A crystal of silicon vibrates in patterns that repeat with a chosen wavelength and direction, set by a wave vector. The table takes three of them. In its column "phonon q row", 1 is the zone centre Γ, where every cell moves in step; 2 is the point L, with a wave along the bond direction; 3 is the point X, with a wave along a cube edge. At L and X, successive layers of cells move in opposition.

Harmonic phonons of diamond-structure silicon at 20.16 Å³ per atom, from ABINIT 10.8.3 with PBEsol, PseudoDojo v0.4.1 standard scalar-relativistic pseudopotentials, a 381 eV plane-wave cutoff and a shifted 4×4×4 k mesh. The acoustic sum rule is imposed. The q rows 1, 2 and 3 are (0, 0, 0), (½, 0, 0) and (½, ½, 0) in reciprocal lattice vectors.

```
row  phonon q row (row)  phonon frequency (cm⁻¹)
  1                   1                      0.0
  2                   1                      0.0
  3                   1                      0.0
  4                   1                    505.8
  5                   1                    505.8
  6                   1                    505.8
  7                   2                    105.0
  8                   2                    105.0
  9                   2                    368.0
 10                   2                    404.6
 11                   2                    482.0
 12                   2                    482.0
 13                   3                    137.4
 14                   3                    137.4
 15                   3                    402.1
 16                   3                    402.1
 17                   3                    453.3
 18                   3                    453.3
```

### 1. Why are there six frequencies at each wave vector, and why are three of them zero?

The repeating cell holds two atoms, and each can move in three directions, which makes six patterns. At Γ three of these patterns shift the whole crystal sideways. No bond changes, so no force pulls the atoms back. The calculation imposes these zeros exactly, so they are no sign of numerical quality.

### 2. Why are the other three modes at Γ equal?

In these modes the two atoms of the cell move against each other, along any of three equivalent directions. In many compounds the direction along the wave would still stand out, because the moving atoms carry effective charges and set up an electric field that stiffens that mode. In silicon the two atoms are equivalent, so their effective charges are equal. Neutrality makes them add to zero, so each is zero and no field arises.

Gallium arsenide has the same arrangement of atoms but two different elements, and its longitudinal mode lies above the transverse ones. The difference matters here because this run's k mesh is coarse for computing the response to an electric field. In silicon the dielectric constant doesn't enter these frequencies; in a polar compound its error would pass into the splitting.

### 3. What would change with another element?

A frequency grows as the square root of stiffness over mass. With silicon's force constants and germanium's mass, the optical mode at Γ would fall from 505.8 to about 313 cm⁻¹. The measured value for germanium is roughly 300 cm⁻¹, a recalled figure, so mass explains most of the difference between the two elements.

Diamond is another matter. Carbon's mass alone would lift the mode to about 773 cm⁻¹, while the measured value, again recalled, is roughly 1300 cm⁻¹. The force constant must therefore be nearly three times that of silicon. Mass scaling is a safe first guess where the bonds are alike, and a poor one where they become much shorter and stronger.

### 4. Why is the lowest pair at L and X so soft?

These are transverse acoustic modes, in which layers of atoms slide sideways past each other. Their frequencies are only 21 % (L) and 27 % (X) of the optical frequency at Γ. The cause lies in a count of bonds. Each cell has four bonds but six ways to move, so at least two patterns can leave every bond length unchanged to first order.

If bonds resisted only stretching, these two patterns would cost no energy. In the usual picture, which this table doesn't test, what holds them up in real silicon is chiefly the much weaker resistance of the bond angles. The same count serves for other structures: a close-packed metal has six contacts per atom for three directions of motion, so stretching alone can already hold its lattice stiff.

### 5. How far does a picture of stretching springs carry?

Give every bond a spring of stiffness $k$ and every atom a mass $M$. Four tetrahedral bonds hold an atom among fixed neighbours with a total stiffness of $4k/3$ in any direction. In the optical mode at Γ the neighbours move by the same amount the opposite way, which doubles the restoring force. With $\omega$ the angular frequency,

$$\omega_\Gamma^2=\frac{8k}{3M}.$$

Now take the longitudinal modes at X. Each atom has two neighbours in the layer above and two in the layer below, and these layers move in opposition. Their pulls on the atom cancel, so it vibrates as if its neighbours stood still:

$$\omega_X^2=\frac{4k}{3M}=\frac{\omega_\Gamma^2}{2},\qquad \frac{505.8}{\sqrt2}\approx 357.7\ \text{cm}^{-1}.$$

The corresponding pair in the table is the middle one at X, by the known order of silicon's modes. It lies at 402.1 cm⁻¹, so the estimate is 11 % too low. Only the optical mode at Γ set the spring; the frequencies at L and X played no part.

The printed output after this text compares this model with every row. The model gets the broad order right: two soft modes, two intermediate ones and two stiff ones at both L and X. Besides the soft pairs, which it puts at zero, its worst failure is the lower single mode at L, which it places at 253 instead of 368 cm⁻¹. The springs are good for explaining the pattern, not for supplying frequencies.

### 6. Do the forces reach beyond nearest neighbours?

Silicon's atoms form two interlocking sublattices, and each atom's nearest neighbours all belong to the other one. A force between the sublattices splits a pair of modes: it raises one squared frequency and lowers the other by the same amount. The sum of squares then stays the same at every wave vector. Only forces between atoms of the same sublattice, second neighbours or farther, can change it.

The sum over all six modes does stay nearly constant. Compared with Γ it is 2.4 % higher at L and 0.6 % higher at X. Taken alone, this would suggest that forces within a sublattice hardly matter.

The separate directions of motion tell a different story. For the two longitudinal modes, the sum of squares exceeds the value at Γ by 17 % at L and 26 % at X. For each transverse pair, one acoustic mode with one optical, it falls short by 5 % and 12 %. There are two such transverse pairs, so in the total the departures cancel almost fully at X and by more than half at L.

Forces within a sublattice are therefore substantial, and they stiffen longitudinal motion while softening transverse motion. Part of this reach is to be expected from question 4. A bond angle is set by a central atom and two outer ones, and the outer two sit on the same sublattice. Resistance to bending thus links second neighbours directly; how much of the departure it accounts for is left open here. In practice, a force model for silicon should be tested on each kind of mode, since a sum or an average can hide large errors.

### 7. Which digits can be trusted?

Equal frequencies within a pair agree to the last digit because symmetry demands it, which is no measure of accuracy. Against rough recalled measurements of 520 cm⁻¹ for the optical mode at Γ and 150 cm⁻¹ for the lowest pair at X, the computed values are about 3 % and 8 % low. As predictions for real silicon, the frequencies deserve two figures, and the soft modes hardly that.

Soft modes are the more delicate ones for a simple reason. Errors in the forces enter the squared frequency, and a given error there shifts a low frequency more than a high one. For the lowest pair at X the shift is larger than for the optical mode at Γ by a factor of $505.8/137.4\approx3.7$. A small fault in the balance of forces therefore shows up first in the sliding modes.

One source of error can be estimated. The run reports a pressure of −0.68 GPa, which at face value means that the cell is slightly too large. A recalled bulk modulus puts the excess at roughly 0.7 % in volume; the cutoff is too low for a reliable stress, so this is only a guide. By recalled figures for how silicon's modes respond to volume, shrinking the cell that much would raise the optical mode by about 3 cm⁻¹, but it would lower the soft pair at X by about 1 cm⁻¹, away from the measured value. The sliding modes of silicon at L and X have this unusual response to compression.

The remaining difference may come from the cutoff, the k mesh or the functional, which this single run doesn't separate. The useful next step is to raise the cutoff and refine the k mesh, relaxing the cell each time, and to watch the lowest pairs at L and X. Once they settle, what is left can be discussed as a matter of the functional and of the thermal effects that a harmonic calculation omits.

The analysis program printed:

```
Bond-stretching springs alone, scaled to the optical mode at Gamma (1/cm):
  row  computed  springs    miss
    1         0        0       0
    2         0        0       0
    3         0        0       0
    4     505.8    505.8       0
    5     505.8    505.8       0
    6     505.8    505.8       0
    7       105        0    -105
    8       105        0    -105
    9       368    252.9  -115.1
   10     404.6      438   33.44
   11       482    505.8    23.8
   12       482    505.8    23.8
   13     137.4        0  -137.4
   14     137.4        0  -137.4
   15     402.1    357.7  -44.45
   16     402.1    357.7  -44.45
   17     453.3    505.8    52.5
   18     453.3    505.8    52.5
Lowest pair at L as percent of the Gamma optical frequency: 20.76
Lowest pair at X as percent of the Gamma optical frequency: 27.16
Sum of all six squared frequencies, L against Gamma (percent difference): 2.387
Sum of all six squared frequencies, X against Gamma (percent difference): 0.5977
Longitudinal pair at L, sum of squares against Gamma (percent difference): 16.92
One transverse pair at L, sum of squares against Gamma (percent difference): -4.88
Longitudinal pair at X, sum of squares against Gamma (percent difference): 26.4
One transverse pair at X, sum of squares against Gamma (percent difference): -12.3
Gamma optical mode with germanium mass and silicon force constants (1/cm): 313.3
Gamma optical mode with carbon mass and silicon force constants (1/cm): 772.6
Force constant of germanium over silicon, rough: 0.9172
Force constant of diamond over silicon, rough: 2.831
Gamma optical mode against rough measured value (percent): -2.731
Lowest pair at X against rough measured value (percent): -8.4
Volume excess of the cell, rough (percent): 0.6798
Change of Gamma optical mode if the stretch were removed, rough (1/cm): 3.439
Change of lowest pair at X if the stretch were removed, rough (1/cm): -1.308
```
